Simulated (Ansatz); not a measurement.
# GaH3N: the cost of one run

Program: Ansatz 0.2.0. Level of theory: DFT PBE, scalar-relativistic, plane waves, PAW. These are calculated values, not measurements.

2 further runs of the same task are left out: 2 set aside as unsound or not needed. Runs told in other sessions of the task aren't counted.

## (1) The structure to begin with

Symmetry: F-43m, No. 216, cubic system. Conventional cell: a = 4.548 Å, b = 4.548 Å, c = 4.548 Å, α = 90.00°, β = 90.00°, γ = 90.00°. Ga (site symmetry -43m) has 4 N at 1.97 Å in its first shell of neighbours. N (site symmetry -43m) has 4 Ga at 1.97 Å in its first shell of neighbours.

Coordinates:

```cif
data_structure
_symmetry_space_group_name_H-M 'P 1'
_symmetry_Int_Tables_number 1
_cell_length_a 3.2163
_cell_length_b 3.2163
_cell_length_c 3.2163
_cell_angle_alpha 60.000
_cell_angle_beta 60.000
_cell_angle_gamma 60.000
_cell_volume 23.53
loop_
_atom_site_label
_atom_site_type_symbol
_atom_site_fract_x
_atom_site_fract_y
_atom_site_fract_z
_atom_site_occupancy
Ga1 Ga 0.00000 0.00000 0.00000 1
N1 N 0.75000 0.75000 0.75000 1
```

It goes back to an entry of the Materials Project.

It is the result of an earlier relaxation at this level (volume 11.76 Å³/atom; gap on the mesh: 1.54 eV).

## (2) Building the [111] wire, 12 host atoms a period with H caps

The wire is cut from the relaxed crystal, periodic along c with vacuum across. Atoms and period relax; energies count from the bulk, -2083.9540 eV an atom. Each H cap counts from half an H2 molecule (-15.872 eV in a separate run).

The cell holds 6 Ga, 6 N, 18 H: a = 15.200 Å, b = 15.100 Å, c = 7.878 Å, α = 90.00°, β = 90.00°, γ = 90.00°.

## (3) The relaxation run

Pressure and volume refer to the whole cell with its vacuum; only the period along c may change.

Input file input.yaml:

```yaml
crystal:
  lattice:
    - [15.2, 0.0, 0.0]
    - [0.0, 15.1, 0.0]
    - [0.0, 0.0, 7.8781932339]
  atoms:
    - { symbol: Ga, position: [0.544025098, 0.6064986397, 0.0] }
    - { symbol: "N", position: [0.544025098, 0.6064986397, 0.25] }
    - { symbol: Ga, position: [0.544025098, 0.3935013603, 0.0] }
    - { symbol: Ga, position: [0.4218601011, 0.6064986397, 0.3333333333] }
    - { symbol: "N", position: [0.544025098, 0.3935013603, 0.25] }
    - { symbol: "N", position: [0.4218601011, 0.6064986397, 0.5833333333] }
    - { symbol: Ga, position: [0.3607776027, 0.5, 0.0] }
    - { symbol: Ga, position: [0.6051075965, 0.5, 0.3333333333] }
    - { symbol: "N", position: [0.3607776027, 0.5, 0.25] }
    - { symbol: "N", position: [0.6051075965, 0.5, 0.5833333333] }
    - { symbol: Ga, position: [0.4829425996, 0.5, 0.6666666667] }
    - { symbol: "N", position: [0.4829425996, 0.5, 0.9166666667] }
    - { symbol: H, position: [0.6414073477, 0.6064986397, 0.9335719095] }
    - { symbol: H, position: [0.4953339732, 0.6913926551, 0.9335719095] }
    - { symbol: H, position: [0.5756588225, 0.6616527134, 0.2931571034] }
    - { symbol: H, position: [0.6414073477, 0.3935013603, 0.9335719095] }
    - { symbol: H, position: [0.4953339732, 0.3086073449, 0.9335719095] }
    - { symbol: H, position: [0.3731689763, 0.6913926551, 0.2669052428] }
    - { symbol: H, position: [0.4807576492, 0.3935013603, 0.2931571034] }
    - { symbol: H, position: [0.5756588225, 0.3383472866, 0.2931571034] }
    - { symbol: H, position: [0.3585926523, 0.6064986397, 0.6264904367] }
    - { symbol: H, position: [0.4534938255, 0.6616527134, 0.6264904367] }
    - { symbol: H, position: [0.3120864778, 0.5848940154, 0.9335719095] }
    - { symbol: H, position: [0.3120864778, 0.4151059846, 0.9335719095] }
    - { symbol: H, position: [0.7024898462, 0.5, 0.2669052428] }
    - { symbol: H, position: [0.3924113271, 0.4448459263, 0.2931571034] }
    - { symbol: H, position: [0.2975101538, 0.5, 0.2931571034] }
    - { symbol: H, position: [0.6367413209, 0.4448459263, 0.6264904367] }
    - { symbol: H, position: [0.6367413209, 0.5551540737, 0.6264904367] }
    - { symbol: H, position: [0.4342514747, 0.4151059846, 0.6002385761] }
basis:
  ecutwfc: 420
kpoints:
  mp_grid: { grid: [1, 1, 4] }
hamiltonian:
  xc: pbe
scf:
  occupations: { method: gaussian, width: 0.05 }
output:
  forces: true
  stress: true
  eigenvalues: true
  populations: true
  write_density: true
  write_potential: true
  elf: true
  volumetric_format: npy
relax:
  adjacent_minimum: "off"
  f_tol: 0.02
  max_steps: 45
  cell: { fix: [a, b, alpha, beta, gamma], stress_tol: 0.03 }
```

Launch:

```sh
$ ansatz run input.yaml --threads 4 --pin off --max-ram 11264MiB --backend cpu --events-out ev --progress --plain --runs-dir out
```

**Question.** How long does this run take on 4 threads of Arm Neoverse N1, shared host, and how much memory does it need?

About 6 min, with a peak of 2.3 GiB.
